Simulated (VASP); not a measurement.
Cutoff convergence: CaO

System: CaO (rock salt type, first atom moved by 0.06 Å along [111]), 2 atoms in the cell.

```
Ca O
1.0
     0.00000    2.41500    2.41500
     2.41500    0.00000    2.41500
     2.41500    2.41500    0.00000
Ca O
1 1
Direct
  0.00717 0.00717 0.00717
  0.50000 0.50000 0.50000
```

All numbers below come from HSE06, plane waves, standard recommended PAW potentials (VASP 6.6.1).

Orbitals from an earlier step on the same cell; potentials Ca_sv O; PREC = Normal; HFSCREEN = 0.208; HFRCUT = 0; PRECFOCK = Fast; k-mesh 4×4×4 Γ-centred; Fermi–Dirac smearing of 0.05 eV; no spin polarisation.

```
cutoff (eV)  E − E(top) (meV/atom)  pressure at fixed basis (GPa)  rms force change (meV/Å)
        360                  -33.8                          -9.29                       8.3
        400                  -15.0                          -4.37                       0.3
        460                   -2.3                          -1.77                       0.3
        520                    0.0                          -1.35                       0.0
```

Against the 520 eV run, no lower cutoff brings the total energy within 1 meV/atom. Forces lie within 5 meV/Å (rms) from 400 eV on. The pressure at a fixed basis moves by -7.95 GPa at 360 eV.

Potentials made with PBE were used with another functional.

TOTEN holds a cutoff-dependent correction for the basis error of the free atoms, and the grids can change too, so it isn't variational and can rise with the cutoff.
